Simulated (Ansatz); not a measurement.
**Deforming Hf**

```
CELL_PARAMETERS angstrom
0.00000 2.24240 2.24240
2.24240 0.00000 2.24240
2.24240 2.24240 0.00000
ATOMIC_POSITIONS crystal
Hf 0.00000 0.00000 0.00000
```

The cell was built from the fcc type and relaxed in the same program, and has space group Fm-3m; it needn't be a known or the stable phase.

No spin–orbit coupling, which matters for the heavy atoms here.

Theory: Ansatz 0.2.0, DFT, PBE, all-electron LAPW, scalar-relativistic.

The runs use a Γ-centred 13×13×13 k mesh, Fermi–Dirac smearing of 0.05 eV, basis error target 0.25 meV/atom, no spin polarisation.

The unchanged cell is at 0.03 GPa.

In a metal, stresses and small energies carry noise from the k mesh.

x, y and z are the Cartesian axes of the cell as listed; fractional coordinates follow a strain, and an engineering shear is twice the off-diagonal strain component.

With xy engineering shear strain of +1.5 %: energy change +1 meV/atom; stress change (xx, yy, zz, yz, xz, xy) 0.03, 0.03, 0.00, 0.00, 0.00, -1.05 GPa, compression positive.

With this change (z strained by +1 % at fixed volume), what becomes of the energy and stress?

Energy change under 1 meV/atom; stress change (xx, yy, zz, yz, xz, xy) 0.27, 0.27, -0.57, 0.00, 0.00, 0.00 GPa, compression positive.
